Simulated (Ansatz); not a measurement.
Set up this calculation in Ansatz 0.2.0, as the native input.

```yaml
Task: single point
Functional: HSE06 form with a typed share of exact exchange
Potentials_or_basis: Ansatz PAW
Cutoff: "420 eV (not typed: the program's choice for these potentials)"
k_mesh: 5 × 5 × 3
Occupations: fermi-dirac, width 0.05 eV
Spin: no spin polarisation
Screening_1/Å: 0.2
Share_of_exact_exchange: 0.5
```

The system is SiC (Moissanite).

```
Si C
1.0
     3.07600    0.00000    0.00000
    -1.53800    2.66389    0.00000
     0.00000    0.00000    5.04800
Si C
2 2
Direct
  0.66667 0.33333 0.50000
  0.33333 0.66667 0.00000
  0.66667 0.33333 0.88500
  0.33333 0.66667 0.38500
```

One way to write it, as run:

input.yaml

```yaml
crystal:
  lattice:
    - [3.076, 0.0, 0.0]
    - [-1.538, 2.663894142, 0.0]
    - [0.0, 0.0, 5.048]
  atoms:
    - { symbol: Si, position: [0.6666666667, 0.3333333333, 0.5] }
    - { symbol: Si, position: [0.3333333333, 0.6666666667, 0.0] }
    - { symbol: C, position: [0.6666666667, 0.3333333333, 0.885] }
    - { symbol: C, position: [0.3333333333, 0.6666666667, 0.385] }
hamiltonian:
  xc: { exchange: pbe, correlation: pbe, exx: { coeff: 0.5, omega: 0.2 } }
  pseudopotentials: { kind: paw }
kpoints:
  mp_grid: { grid: [5, 5, 3] }
scf:
  occupations: { method: fermi_dirac, width: 0.05 }
output:
  forces: true
  stress: true
  eigenvalues: true
```

Potentials or basis: Ansatz PAW.

Command:

```bash
$ ansatz run input.yaml --threads 2 --pin off --max-ram 5632MiB --backend cpu --events-out ev --progress --plain --runs-dir out
```

Results of the run:

| Item | Value |
| --- | --- |
| Pressure | -5.4 GPa |
| Largest force | 0.782 eV/Å |
| Band gap on the k mesh | 4.81 eV, indirect (least direct gap 6.51 eV) |

Caveat: the k mesh is coarse (spacing up to 0.47 Å⁻¹), so the values aren't converged, least of all with exact exchange; odd divisions of the mesh miss points on the zone boundary, where band edges often lie, so the gap on the mesh can be too wide; the PAW data sets come from PBE, with cores solved anew for the run's functional, which leaves a small shift of forces and pressure; the thresholds are loose for stress.

It took 14 s on 2 threads of Intel(R) Xeon(R) Processor @ 2.70GHz (shared host), peak memory 0.65 GiB.
